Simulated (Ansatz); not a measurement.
# H: reading a single point

```
H
1.0
     2.85835    0.00000    0.00000
    -1.42917    2.47540    0.00000
     0.00000    0.00000    4.87304
H
6
Cartesian
  0.0000 0.0000 1.2183
  0.0000 0.0000 3.6548
  1.4293 0.8251 0.0000
  -0.0001 1.6504 1.2183
  0.0001 1.6504 3.6548
  1.4293 0.8251 2.4365
```

Method: PBE, no spin polarisation; PAW, plane waves to 420 eV, 10×10×5 Γ-centred mesh, methfessel-paxton occupations (width 0.0124 eV) (Ansatz 0.2.0), atoms fixed.

What does the stress say?

The pressure is -22.5 GPa (compression positive), so with the atoms held at these fractions the cell would first shrink. The principal stresses -27.9, -27.9, -11.6 GPa differ, so its shape would change too.

What do density and ELF say about some of the short contacts?

H–H at 1.65 Å: least valence density 0.22 e/Å³ and ELF 0.58 there. Both are smooth PAW fields, read partly inside the augmentation spheres.

Is there a gap?

It is a metal, with about 1.2 states/eV a cell as the mean within 0.25 eV of the Fermi level, mostly H s (98 %).

Are the atoms at rest?

The forces vanish by the symmetry of the sites.

Origin: a known structure type with other elements, at an estimated volume, so it need not be a known compound. Caveats: atoms or cell far from equilibrium.
